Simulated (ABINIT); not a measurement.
Runs of ABINIT 10.8.3 (patched build) on CdS (Hawleyite). Symmetry: F-43m, No. 216, cubic system. The conventional cell has a = 5.833 Å, b = 5.833 Å, c = 5.833 Å, α = 90.00°, β = 90.00°, γ = 90.00°. Around Cd (site symmetry -43m) lie 4 S at 2.53 Å. S (site symmetry -43m) has 4 Cd at 2.53 Å as nearest neighbours. 

```tsv
task	level	potentials or basis	k mesh	cutoff (eV)	smearing	fine-grid cutoff	most SCF steps	mesh quality	gap on the mesh (eV)	pressure (GPa)	V0 of scaled cells (Å³/atom)	B0 (GPa)
single point	PBEsol	JTH PAW PBE v2.0	3 × 3 × 3	544	fermi-dirac 0.05 eV	1088.46 eV	-	coarse	0.94	-	-	-
equation of state	PBEsol	JTH PAW PBE v2.0	8 × 8 × 8	599	fermi-dirac 0.05 eV	1197.3 eV	-	not flagged	-	-	24.73	62
equation of state	BLYP+D2	JTH PAW PBE v2.0	8 × 8 × 8	599	fermi-dirac 0.05 eV	1197.3 eV	-	not flagged	-	-	25.55	(b)
equation of state	PBE+D2	JTH PAW PBE v2.0	8 × 8 × 8	599	fermi-dirac 0.05 eV	1197.3 eV	-	not flagged	-	-	24.83	58
single point	B3LYP	SPMS NC PBE v1.0	3 × 3 × 3	1034	fixed	-	60	coarse	2.52	34.0	-	-
band structure	SCAN	JTH PAW PBE v2.0	8 × 8 × 8	653	fermi-dirac 0.05 eV	1251.72 eV	-	not flagged	1.43	-	-	-
single point	LDA	JTH PAW LDA v2.0	3 × 3 × 3	544	fermi-dirac 0.05 eV	1088.46 eV	-	coarse	(c)	-	-	-
band structure	HCTH407	JTH PAW PBE v2.0	8 × 8 × 8	599	fermi-dirac 0.05 eV	1197.3 eV	-	not flagged	1.64	5.2	-	-
single point	PBEsol	JTH PAW PBE v2.0	6 × 6 × 6	599	fermi-dirac 0.05 eV	1197.3 eV	-	not flagged	0.98	(a)	-	-
equation of state	BP86+D3(BJ)	JTH PAW PBE v2.0	8 × 8 × 8	544	fermi-dirac 0.05 eV	1088.46 eV	-	not flagged	-	-	24.10	67
single point	PBE	JTH PAW PBE v2.0	10 × 10 × 10	544	fermi-dirac 0.05 eV	1088.46 eV	-	not flagged	1.13	-	-	-
single point	PBE	JTH PAW PBE v2.0	3 × 3 × 3	599	fermi-dirac 0.05 eV	1197.3 eV	-	coarse	1.09	3.6	-	-
```

Alike in all rows: no spin polarisation; cell as given.

**Question.** Estimate the missing entries.

**Answer.** (a) -0.2; (b) 52; (c) 0.78.

Caveats: some runs use coarse meshes; the PAW data sets were made with another functional, which shifts forces and pressure a little (some runs); an odd mesh through Γ misses points on the zone boundary, where band edges often lie (some runs); pressures at fixed basis lie under the slope of the energies (some runs); exact exchange is summed on a coarse mesh, which widens gaps by tenths of an eV (some runs); a pressure of tens of GPa on the cell as given is suspect, and the run, the potentials or the cell itself is likely at fault (some runs); the potentials were made for another functional, which shifts forces and pressure (some runs).

A k mesh can miss the band edges, and the runs leave out spin-orbit coupling on Cd.

Not every run made on this cell is shown here.
